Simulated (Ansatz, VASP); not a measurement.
## One calculation of Au, two programs

Contents of INCAR:

```
SYSTEM = Au
ALGO = Normal ; EDIFF = 1E-6
ENCUT = 520 ; GGA = PE
ISIF = 2 ; ISMEAR = -1
LASPH = .True. ; LCHARG = .True.
LELF = .True. ; LREAL = .False.
LVHAR = .True. ; LWAVE = .False.
NBANDS = 12 ; NELM = 100
PREC = Accurate ; SIGMA = 0.2
```

The input KPOINTS:

```
k-points
0
Gamma
  13 13 13
  0 0 0
```

POSCAR

```
Au
1.0
    0.0000000000      2.0782552709      2.0782552709
    2.0782552709      0.0000000000      2.0782552709
    2.0782552709      2.0782552709      0.0000000000
Au
1
Direct
    0.0000000000      0.0000000000      0.0000000000
```

Input for Ansatz:

```yaml
crystal:
  lattice:
    - [0.0, 2.0782552709, 2.0782552709]
    - [2.0782552709, 0.0, 2.0782552709]
    - [2.0782552709, 2.0782552709, 0.0]
  atoms:
    - { symbol: Au, position: [0.0, 0.0, 0.0] }
hamiltonian:
  xc: pbe
  pseudopotentials:
    kind: paw
    azcp:
      Au: "pseudopotentials/Au.paw.azcp"
basis:
  ecutwfc: 420
  fft_grid_basis: typed
kpoints:
  mp_grid: { grid: [13, 13, 13], shift: [0, 0, 0] }
magnetization:
  spin_polarized: false
scf:
  occupations: { method: fermi_dirac, width: 0.2 }
  lower_state_search: "off"
output:
  stress: true
```

Alike in both runs: task single point; functional PBE; k mesh 13 × 13 × 13; occupations fermi-dirac, width 0.2 eV; no spin polarisation.

|  | VASP | Ansatz |
| --- | --- | --- |
| version | VASP 6.6.1 | Ansatz 0.2.0 |
| potentials or method | VASP PAW PBE potentials, release 64 (Au) | plane waves (420 eV) with PAW, scalar-relativistic |
| plane-wave cutoff (eV) | 520 | 420 |
| valence electrons in the cell | 11 | 19 |

Ansatz gave:

| Property | Result |
| --- | --- |
| pressure (GPa) | 0.2 |

What did VASP give for the same quantities?

Pressure (GPa): 0.0.

The two sets of potentials don't hold the same shells in valence.

The runs have no spin-orbit coupling, so splittings on Au are missing.
